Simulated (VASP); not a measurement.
Here is a VASP 6.6.1 calculation.

Contents of POSCAR:

```
CdS                                     
1.0
   -0.0000000000      2.9689198101      2.9689198101
    2.9689198101     -0.0000000000      2.9689198101
    2.9689198101      2.9689198101     -0.0000000000
  Cd              S             
     1     1
Direct
     0.0000000000000000    0.0000000000000000    1.0000000000000000
     0.2500000000000000    0.2500000000000000    0.2500000000000000
```

INCAR.step1

```
SYSTEM = CdS
PREC = Accurate
ENCUT = 520
EDIFF = 1E-7
ISMEAR = 0
SIGMA = 0.02
LREAL = .False.
LASPH = .True.
NELM = 60
ALGO = Normal
ISIF = 2
LWAVE = .False.
LCHARG = .True.
GGA = PE
NBANDS = 16
```

Contents of KPOINTS.step1:

```
regular mesh
0
Gamma
  6 6 6
  0 0 0
```

INCAR.step2

```
SYSTEM = CdS
PREC = Accurate
ENCUT = 520
EDIFF = 1E-7
ISMEAR = 0
SIGMA = 0.05
LREAL = .False.
LASPH = .True.
NELM = 60
ALGO = Normal
ISIF = 2
LWAVE = .False.
LCHARG = .False.
GGA = PE
NBANDS = 16
ICHARG = 11
```

Contents of KPOINTS.step2:

```
path GXWKGLUWLK,UX
10
line-mode
reciprocal
 0.0000000000  0.0000000000  0.0000000000  G
 0.5000000000  0.0000000000  0.5000000000  X

 0.5000000000  0.0000000000  0.5000000000  X
 0.5000000000  0.2500000000  0.7500000000  W

 0.5000000000  0.2500000000  0.7500000000  W
 0.3750000000  0.3750000000  0.7500000000  K

 0.3750000000  0.3750000000  0.7500000000  K
 0.0000000000  0.0000000000  0.0000000000  G

 0.0000000000  0.0000000000  0.0000000000  G
 0.5000000000  0.5000000000  0.5000000000  L

 0.5000000000  0.5000000000  0.5000000000  L
 0.6250000000  0.2500000000  0.6250000000  U

 0.6250000000  0.2500000000  0.6250000000  U
 0.5000000000  0.2500000000  0.7500000000  W

 0.5000000000  0.2500000000  0.7500000000  W
 0.5000000000  0.5000000000  0.5000000000  L

 0.5000000000  0.5000000000  0.5000000000  L
 0.3750000000  0.3750000000  0.7500000000  K

 0.6250000000  0.2500000000  0.6250000000  U
 0.5000000000  0.0000000000  0.5000000000  X
```

Potentials or basis: VASP PAW PBE potentials, release 64 (Cd, S).

Launch:

```sh
$ cat potpaw_PBE.64/Cd/POTCAR potpaw_PBE.64/S/POTCAR > POTCAR
$ cp INCAR.step1 INCAR
$ cp KPOINTS.step1 KPOINTS
$ mpirun -np 1 vasp_std > vasp.out
$ cp INCAR.step2 INCAR
$ cp KPOINTS.step2 KPOINTS
$ mpirun -np 1 vasp_std > vasp.out
```

(1) What does it give for the band gap on the k mesh?

(2) Predict the band gap along the path.

Answers

(1) 1.03 eV, direct.

(2) 1.03 eV, direct.

Caveat: the log is that of the step along the path at fixed density, whose energy, stress, charges and moments have no meaning.
